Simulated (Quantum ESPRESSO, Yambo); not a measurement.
# MgO (Fm-3m): G0W0 in Yambo against the bands, part 2 of 2

How does the gap of MgO (Fm-3m) converge in the bands?

Yambo 5.3.0; PBE and many-body steps on it, plane waves. Known limits of the many-body steps: not at the basis limit; coarse k mesh.

So far. Step 4 (63 bands): Against the run before, the gap moves by +0.055 eV.

### Step 5. 109 bands

Level of this step: G0W0 on PBE, plane waves, norm-conserving pseudopotentials (Yambo).

The input, gw4.in:

```
HF_and_locXC
gw0
dyson
ppa
em1d
rim_cut
RandQpts= 1000000
RandGvec= 1 RL
EXXRLvcs= 76 Ry
VXCRLvcs= 304 Ry
Chimod= "HARTREE"
% BndsRnXp
 1 | 109 |
%
NGsBlkXp= 15.5 Ry
% LongDrXp
 1 | 1 | 1 |
%
% GbndRnge
 1 | 109 |
%
DysSolver= "n"
ExtendOut
PPAPntXp= 27.21138 eV
% QPkrange
 1 | 1 | 7 | 10 |
%
```

Run with:

```console
OMP_NUM_THREADS=1 mpirun -n 4 yambo -F gw4.in -J gw4 -C gw4 > gw4.log
```

What it wrote:

```text
 Yambo, version 5.3.0

 [02] CORE Variables Setup
 =========================

  [... cell, symmetries and grids as in the set-up ...]

  [02.05] Energies & Occupations
  ==============================

  [X] === General ===
  [X] Electronic Temperature                        :  0.000000  0.000000 [eV K]
  [X] Bosonic    Temperature                        :  0.000000  0.000000 [eV K]
  [X] Finite Temperature mode                       : no
  [X] El. density                                   :  0.86755E+24 [cm-3]
[...]
Sx RL components                                 :  1459

   QP @ state[ 1 ] K range                          :  1  1
   QP @ state[ 1 ] b range                          :   7  10
   GF energies kind                                 : Perdew, Burke & Ernzerhof(X)+Perdew, Burke & Ernzerhof(C)
   GF WF`s kind                                     : Perdew, Burke & Ernzerhof(X)+Perdew, Burke & Ernzerhof(C)
   Xs energies kind                                 : Perdew, Burke & Ernzerhof(X)+Perdew, Burke & Ernzerhof(C)
   Xs WF`s kind                                     : Perdew, Burke & Ernzerhof(X)+Perdew, Burke & Ernzerhof(C)

 [11] Game Over & Game summary
```

Run time: 25 s. Hardware: 4 MPI ranks of Arm Neoverse V1, shared host; peak memory 1.2 GiB; 94 s of CPU time.

Numbers from this step:

* G0W0 gap on the points computed: 7.191 eV
* starting gap on the mesh: 4.895 eV
* k of the valence top: 0, 0, 0
* k of the conduction bottom: 0, 0, 0
* least direct G0W0 gap on the computed points: 7.191 eV

Against the run before, the gap moves by +0.068 eV.

### Step 6. 163 bands

The input, gw5.in:

```
HF_and_locXC
gw0
dyson
ppa
em1d
rim_cut
RandQpts= 1000000
RandGvec= 1 RL
EXXRLvcs= 76 Ry
VXCRLvcs= 304 Ry
Chimod= "HARTREE"
% BndsRnXp
 1 | 163 |
%
NGsBlkXp= 15.5 Ry
% LongDrXp
 1 | 1 | 1 |
%
% GbndRnge
 1 | 163 |
%
DysSolver= "n"
ExtendOut
PPAPntXp= 27.21138 eV
% QPkrange
 1 | 1 | 7 | 10 |
%
```

Run with:

```console
OMP_NUM_THREADS=1 mpirun -n 4 yambo -F gw5.in -J gw5 -C gw5 > gw5.log
```

What it wrote:

```text
 Yambo, version 5.3.0

 [02] CORE Variables Setup
 =========================

  [... cell, symmetries and grids as in the set-up ...]

  [02.05] Energies & Occupations
  ==============================

  [X] === General ===
  [X] Electronic Temperature                        :  0.000000  0.000000 [eV K]
  [X] Bosonic    Temperature                        :  0.000000  0.000000 [eV K]
  [X] Finite Temperature mode                       : no
  [X] El. density                                   :  0.86755E+24 [cm-3]
[...]
Sx RL components                                 :  1459

   QP @ state[ 1 ] K range                          :  1  1
   QP @ state[ 1 ] b range                          :   7  10
   GF energies kind                                 : Perdew, Burke & Ernzerhof(X)+Perdew, Burke & Ernzerhof(C)
   GF WF`s kind                                     : Perdew, Burke & Ernzerhof(X)+Perdew, Burke & Ernzerhof(C)
   Xs energies kind                                 : Perdew, Burke & Ernzerhof(X)+Perdew, Burke & Ernzerhof(C)
   Xs WF`s kind                                     : Perdew, Burke & Ernzerhof(X)+Perdew, Burke & Ernzerhof(C)

 [11] Game Over & Game summary
```

Run time: 36 s. Hardware: 4 MPI ranks; peak memory 1.2 GiB.

This step gave:

| Quantity | Value |
| --- | --- |
| G0W0 gap on the points computed | 7.226 eV |
| starting gap on the mesh | 4.895 eV |
| k of the valence top | 0, 0, 0 |
| k of the conduction bottom | 0, 0, 0 |
| least direct G0W0 gap on the computed points | 7.226 eV |

Against the run before, the gap moves by +0.036 eV.

### Step 7. 225 bands

The input, gw6.in:

```
HF_and_locXC
gw0
dyson
ppa
em1d
rim_cut
RandQpts= 1000000
RandGvec= 1 RL
EXXRLvcs= 76 Ry
VXCRLvcs= 304 Ry
Chimod= "HARTREE"
% BndsRnXp
 1 | 225 |
%
NGsBlkXp= 15.5 Ry
% LongDrXp
 1 | 1 | 1 |
%
% GbndRnge
 1 | 225 |
%
DysSolver= "n"
ExtendOut
PPAPntXp= 27.21138 eV
% QPkrange
 1 | 1 | 7 | 10 |
%
```

Run with:

```console
OMP_NUM_THREADS=1 mpirun -n 4 yambo -F gw6.in -J gw6 -C gw6 > gw6.log
```

What it wrote:

```text
 Yambo, version 5.3.0

 [02] CORE Variables Setup
 =========================

  [... cell, symmetries and grids as in the set-up ...]

  [02.05] Energies & Occupations
  ==============================

  [X] === General ===
  [X] Electronic Temperature                        :  0.000000  0.000000 [eV K]
  [X] Bosonic    Temperature                        :  0.000000  0.000000 [eV K]
  [X] Finite Temperature mode                       : no
  [X] El. density                                   :  0.86755E+24 [cm-3]
[...]
Sx RL components                                 :  1459

   QP @ state[ 1 ] K range                          :  1  1
   QP @ state[ 1 ] b range                          :   7  10
   GF energies kind                                 : Perdew, Burke & Ernzerhof(X)+Perdew, Burke & Ernzerhof(C)
   GF WF`s kind                                     : Perdew, Burke & Ernzerhof(X)+Perdew, Burke & Ernzerhof(C)
   Xs energies kind                                 : Perdew, Burke & Ernzerhof(X)+Perdew, Burke & Ernzerhof(C)
   Xs WF`s kind                                     : Perdew, Burke & Ernzerhof(X)+Perdew, Burke & Ernzerhof(C)

 [11] Game Over & Game summary
```

Elapsed: 48 s, on 4 MPI ranks; peak memory 1.3 GiB.

Numbers from this step:

| Property | Result |
| --- | --- |
| G0W0 gap on the points computed | 7.244 eV |
| starting gap on the mesh | 4.895 eV |
| k of the valence top | 0, 0, 0 |
| k of the conduction bottom | 0, 0, 0 |
| least direct G0W0 gap on the computed points | 7.244 eV |

Against the run before, the gap moves by +0.017 eV.

### Step 8. Side by side

Times are wall times on 4 MPI ranks of Arm Neoverse V1, shared host, good to a factor of about two.

| run | mesh | bands | screening cutoff (eV) | DFT gap (eV) | gap on the mesh (eV) | direct (eV) | time |
| --- | --- | --- | --- | --- | --- | --- | --- |
| 20 bands | 4×4×4 | 20 | 210.9 | 4.895 | 7.125 | 7.125 | 6.2 s |
| 35 bands | 4×4×4 | 35 | 210.9 | 4.895 | 7.069 | 7.069 | 9.4 s |
| 63 bands | 4×4×4 | 63 | 210.9 | 4.895 | 7.123 | 7.123 | 15 s |
| 109 bands | 4×4×4 | 109 | 210.9 | 4.895 | 7.191 | 7.191 | 25 s |
| 163 bands | 4×4×4 | 163 | 210.9 | 4.895 | 7.226 | 7.226 | 36 s |
| 225 bands | 4×4×4 | 225 | 210.9 | 4.895 | 7.244 | 7.244 | 48 s |

### Step 9. What came out

| Item | Value |
| --- | --- |
| 20 bands | 7.125 eV |
| 35 bands | 7.069 eV |
| 63 bands | 7.123 eV |
| 109 bands | 7.191 eV |
| 163 bands | 7.226 eV |
| 225 bands | 7.244 eV |
| known limits | not at the basis limit; coarse k mesh |

The setting moved: bands. From 20 bands to 225 bands the gap moves by +0.12 eV, for 7.8 times the time, not steadily: it passes through 7.07 eV. The last step still moves it by +0.017 eV. Bands and screening cutoff are coupled, so a series along one setting does not show full convergence. Bands and cutoff are finite, so the gap is not at the basis limit. The miss can reach some tenths of an eV and take either sign; the mesh is an error of its own. In the G0W0 runs levels were corrected at 1 k point alone, so a gap called «on the mesh» is the least over those, and an edge elsewhere would be missed. The 4×4×4 mesh is coarse for this cell, which bears on the long-range parts of exchange and screening.

[Paths, hosts, dates, memory and timing lines, banners, echoed tables and standing remarks are left out of the program output.]

[Logs are printed without paths, hosts, clocks, repeated set-up lines and the standing remarks that a program may print on its own settings, such as how far it seeks lower states.]

[Runs of the session that timed out or met a known fault of the program may be left out.]

[Hosts, paths, dates, database ids (printed as entryN), source tags and the programs' standing remarks are cut or masked in the printed files.]
